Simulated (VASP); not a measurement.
## AlN: single point with PBE

Crystal: AlN.

```xyz
2
Lattice="0.0000 2.1018 1.9618 2.1018 0.0000 1.9618 2.1018 2.1018 0.0000" Properties=species:S:1:pos:R:3 pbc="T T T"
Al    0.0000    0.0000    0.0000
N     2.1018    2.1018    1.9618
```

The cell was built by a generator and needn't be a form met in nature.

The cell isn't the ideal one: epitaxial_xy strain +4.1%.

```
Program                : VASP 6.6.1
Task                   : single point
Functional             : PBE
Potentials or basis    : VASP PAW PBE potentials, release 64 (Al, N)
Cutoff                 : 520 eV
k mesh                 : 10 × 10 × 10
Occupations            : fermi-dirac, width 0.02 eV
Spin                   : no spin polarisation
Dipole correction      : no
Further INCAR settings : ALGO = Normal; EDIFF = 1e-06; NBANDS = 11
```

The pressure is -4.7 GPa. The band gap on the k mesh is 3.69 eV, indirect (least direct gap 4.78 eV).

Stress tensor (GPa, compression positive):
```
-10.29   0.00   0.00
  0.00 -10.29   0.00
  0.00   0.00   6.51
```

Levels at points of the mesh, in eV from the valence-band top:
```csv
k point,band 2,band 3,band 4,band 5,band 6,band 7
"(0.00, 0.00, 0.00)",-0.54,0.00,0.00,4.78,11.61,11.61
"(0.50, 0.00, 0.00)",-8.17,-1.29,-1.08,5.55,9.74,11.47
"(0.50, 0.50, 0.00)",-7.03,-3.17,-3.17,3.69,4.79,13.89
"(0.50, 0.00, 0.50)",-7.33,-3.11,-2.24,4.24,5.48,12.99
```

It took 35 s on 1 thread of AMD EPYC 7571, on a shared host, peak memory 0.11 GiB.

A k mesh can miss the band edges.
